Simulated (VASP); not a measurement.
SnSe:

```
CELL_PARAMETERS angstrom
0.00000 3.01000 3.01000
3.01000 0.00000 3.01000
3.01000 3.01000 0.00000
ATOMIC_POSITIONS crystal
Sn 0.00000 0.00000 0.00000
Se 0.50000 0.50000 0.50000
```

The cell was built by a generator and needn't be a form met in nature.

- Program: VASP 6.6.1
- Task: relaxation of cell and atoms
- Functional: PBEsol
- Potentials or basis: VASP PAW PBE potentials, release 64 (Sn_d, Se)
- Cutoff: 600 eV
- k mesh: 10 × 10 × 10
- Occupations: gaussian, width 0.03 eV
- Spin: no spin polarisation

At the start: pressure -1.8 GPa; volume 27.27 Å³/atom.

Problem. How do energy, volume and symmetry change on relaxing?

Solution. Over 3 steps the energy falls by 5.3 meV/atom and the volume is 26.35 Å³/atom (-3.4 %); space group Fm-3m (No. 225, to 0.05 Å).

Step by step:
| step | energy change (eV) | largest force (eV/Å) | pressure (GPa) | volume (Å³) |
| --- | --- | --- | --- | --- |
| 1 | 0.0000 | 0.0000 | -1.79 | 54.54 |
| 2 | -0.0096 | 0.0000 | 0.58 | 52.17 |
| 3 | -0.0105 | 0.0000 | 0.01 | 52.71 |

Final structure:
```
CELL_PARAMETERS angstrom
0.00000 2.97584 2.97584
2.97584 0.00000 2.97584
2.97584 2.97584 0.00000
ATOMIC_POSITIONS crystal
Sn 0.00000 0.00000 0.00000
Se 0.50000 0.50000 0.50000
```

Caveat: the PAW data sets were made with another functional, which shifts forces and pressure a little.
